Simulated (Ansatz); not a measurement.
Crystal: SnSe.

```
CELL_PARAMETERS angstrom
11.42000 0.00000 0.00000
0.00000 4.19000 0.00000
0.00000 0.00000 4.46000
ATOMIC_POSITIONS crystal
Sn 0.87700 0.75000 0.90900
Sn 0.62300 0.25000 0.40900
Sn 0.37700 0.75000 0.59100
Sn 0.12300 0.25000 0.09100
Se 0.64300 0.75000 0.98400
Se 0.85700 0.25000 0.48400
Se 0.14300 0.75000 0.51600
Se 0.35700 0.25000 0.01600
```

```yaml
Program: Ansatz 0.2.0
Task: relaxation of cell and atoms
Functional: BLYP
Potentials_or_basis: Ansatz PAW
Cutoff: "420 eV (not typed: the program's choice for these potentials)"
k_mesh: 3 × 6 × 6
Occupations: fermi-dirac, width 0.05 eV
Spin: no spin polarisation
```

At the start: volume 26.68 Å³/atom.

Q: How do energy, volume and symmetry change on relaxing?

A: It ends after 14 steps and the volume is 36.41 Å³/atom (+36.5 %); space group Pnma (No. 62, to 0.05 Å).

Step by step:
| step | energy change (eV) | largest force (eV/Å) | volume (Å³) |
| --- | --- | --- | --- |
| 1 | 0.0000 | 0.3578 | 213.41 |
| 2 | -0.5820 | 0.2633 | 239.68 |
| 3 | -0.7399 | 0.0857 | 253.20 |
| 4 | -0.7993 | 0.0965 | 271.84 |
| 5 | -0.8082 | 0.0725 | 275.83 |
| 6 | -0.8207 | 0.0246 | 276.22 |
| 7 | -0.8219 | 0.0035 | 276.41 |
| 8 | -0.8392 | 0.0067 | 276.41 |
| 9 | -0.8421 | 0.0092 | 280.64 |
| 10 | -0.8433 | 0.0062 | 285.35 |
| 11 | -0.8435 | 0.0053 | 287.20 |
| 12 | -0.8435 | 0.0018 | 289.70 |
| 13 | -0.8435 | 0.0011 | 291.29 |
| 14 | -0.8452 | 0.0014 | 291.29 |

Final structure:
```
Sn Se
1.0
    13.65329    0.00000    0.00000
     0.00000    4.27335    0.00000
     0.00000    0.00000    4.99251
Sn Se
4 4
Direct
  0.85730 0.75000 0.80625
  0.64270 0.25000 0.30625
  0.35730 0.75000 0.69375
  0.14270 0.25000 0.19375
  0.65709 0.75000 0.93104
  0.84291 0.25000 0.43104
  0.15709 0.75000 0.56896
  0.34291 0.25000 0.06896
```

Caveat: the volume moved by over 15 % at a fixed basis, so the end points are rough; the plane-wave basis is chosen anew once the cell has moved, so the energies of steps on either side of that aren't comparable; this functional lacks dispersion, which binds the layers, so the pressure and a relaxed spacing across them are unreliable, and here the layers came unbound; the volume moved by +36 % from the deposited cell, more than functionals usually miss; the PAW data sets come from PBE, with cores solved anew for the run's functional, which leaves a small shift of forces and pressure.
